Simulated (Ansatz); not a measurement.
TiSi2:

```
CELL_PARAMETERS angstrom
1.76511 -6.75928 0.00000
1.76511 6.75928 0.00000
0.00000 0.00000 3.56517
ATOMIC_POSITIONS crystal
Ti 0.10312 0.89688 0.25000
Ti 0.89688 0.10312 0.75000
Si 0.75031 0.24969 0.25000
Si 0.24969 0.75031 0.75000
Si 0.44175 0.55825 0.25000
Si 0.55825 0.44175 0.75000
```

The cell comes from a database or a generator and needn't be the stable form of this composition.

Base run:

```yaml
Program: Ansatz 0.2.0
Functional: r2SCAN
Potentials_or_basis: Ansatz PAW
Cutoff: "500 eV (not typed: the program's choice for these potentials)"
k_mesh: 8 × 8 × 8
Occupations: fermi-dirac, width 0.05 eV
Spin: no spin polarisation
Hubbard_terms: Ti d U = 2 eV
```

Its results: band gap on the k mesh none (metal or under the smearing width); pressure 1.5 GPa; largest force 0.052 eV/Å.

Q: The run is repeated on the same cell with these changes: hubbard terms from Ti d U = 2 eV to Ti d U = 3 eV. What comes out?

A: Band gap on the k mesh none (metal or under the smearing width); pressure 2.5 GPa; largest force 0.078 eV/Å.

Caveats: U without spin polarisation on a metal has little footing; the PAW data sets come from PBE, with cores solved anew for the run's functional, which leaves a small shift of forces and pressure; the U is typed as a test and isn't derived for this compound.
